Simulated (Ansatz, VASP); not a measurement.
# One calculation of Bi, two programs

File INCAR:

```
PREC = Accurate
ENCUT = 600
EDIFF = 1E-6
ISMEAR = -1
SIGMA = 0.05
LREAL = False
LASPH = True
NELM = 80
ALGO = Normal
ISIF = 3
LWAVE = False
LCHARG = False
GGA = RE
IVDW = 12
IBRION = 2
NSW = 80
EDIFFG = -0.02
```

The input KPOINTS:

```
Automatic mesh
0
Gamma
  9 9 9
```

The input POSCAR:

```
Bi
1.0
   -1.9814305318      1.9814305318      1.9814305318
    1.9814305318     -1.9814305318      1.9814305318
    1.9814305318      1.9814305318     -1.9814305318
Bi
1
Direct
    0.0000000000      0.0000000000      0.0000000000
```

Contents of input.yaml:

```yaml
crystal:
  lattice:
    - [-1.9814305318, 1.9814305318, 1.9814305318]
    - [1.9814305318, -1.9814305318, 1.9814305318]
    - [1.9814305318, 1.9814305318, -1.9814305318]
  atoms:
    - { symbol: Bi, position: [0.0, 0.0, 0.0] }
kpoints:
  mp_grid: { grid: [9, 9, 9] }
scf:
  occupations: { method: fermi_dirac, width: 0.05 }
hamiltonian:
  xc: revpbe
  dispersion: d3bj
  pseudopotentials: { kind: all_electron, lapw: { basis_error: 0.001 } }
output:
  forces: true
  stress: true
relax:
  f_tol: 0.02
  max_steps: 60
  cell: {}
```

This isn't the form of Bi at room conditions, which is rhombohedral.

Alike in both runs: task relaxation of cell and atoms; functional revPBE; dispersion D3(BJ); k mesh 9 × 9 × 9; occupations fermi-dirac, width 0.05 eV; no spin polarisation.

```csv
,VASP,Ansatz
version,VASP 6.6.1,Ansatz 0.2.0
potentials or method,"VASP PAW PBE potentials, release 64 (Bi_d)","all-electron LAPW, scalar-relativistic"
plane-wave cutoff (eV),600,see its input
```

```csv
,VASP,Ansatz,Ansatz less VASP
relaxed volume (Å³/atom),29.53,29.56,+0.031
relaxed cell length with the largest relative difference (Å),3.373,3.374,+0.0012
energy change over the relaxation (meV/atom),-15,-14,+0.2
```

Ansatz ran all-electron here, so the differences hold the error of VASP's frozen core and of both bases.

Caveats: the PAW data sets were made with another functional, which shifts forces and pressure a little (VASP); pairwise dispersion overbinds metals, which lowers pressure and volume (VASP).
